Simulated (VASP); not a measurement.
Runs of VASP 6.6.1 on CdTe. The structure is cubic, space group F-43m (No. 216). The conventional cell has a = 6.420 Å, b = 6.420 Å, c = 6.420 Å, α = 90.00°, β = 90.00°, γ = 90.00°. Around Cd (site symmetry -43m) lie 4 Te at 2.78 Å. Around Te (site symmetry -43m) lie 4 Cd at 2.78 Å. 

| task | level | cell | k mesh | cutoff (eV) | smearing | target pressure | gap on the mesh (eV) | pressure (GPa) |
| --- | --- | --- | --- | --- | --- | --- | --- | --- |
| single point | PBE | F-43m, 33.07 Å³/atom | 10 × 10 × 10 | 520 | gaussian 0.01 eV | - | 0.86 | (b) |
| single point | PBE | cell and atoms relaxed tightly for response | 10 × 10 × 10 | 520 | gaussian 0.01 eV | - | 0.58 | 0.1 |
| relaxation of cell and atoms | PBE | relaxed from: cell and atoms relaxed tightly for response | 10 × 10 × 10 | 600 | gaussian 0.01 eV | - | 0.58 | 0.0 |
| relaxation of cell and atoms | PBE | relaxed to 4 GPa | 10 × 10 × 10 | 600 | gaussian 0.01 eV | 4 GPa | 0.85 | 4.0 |
| single point | RPBE | F-43m, 36.22 Å³/atom | 8 × 8 × 8 | 520 | gaussian 0.02 eV | - | (a) | 1.6 |

Alike in all rows: potentials or basis VASP PAW PBE potentials, release 64 (Cd, Te); no spin polarisation.

Task: Estimate the missing entries.

Result: (a) 0.73; (b) 4.1.

Caveats: spin-orbit coupling is left out, which moves the levels of the heavy elements; the cell is relaxed towards a set pressure, so the enthalpy falls and the energy may rise (some runs); the PAW data sets were made with another functional, which shifts forces and pressure a little (some runs).

A k mesh can miss the band edges, and the runs leave out spin-orbit coupling on Cd, Te.
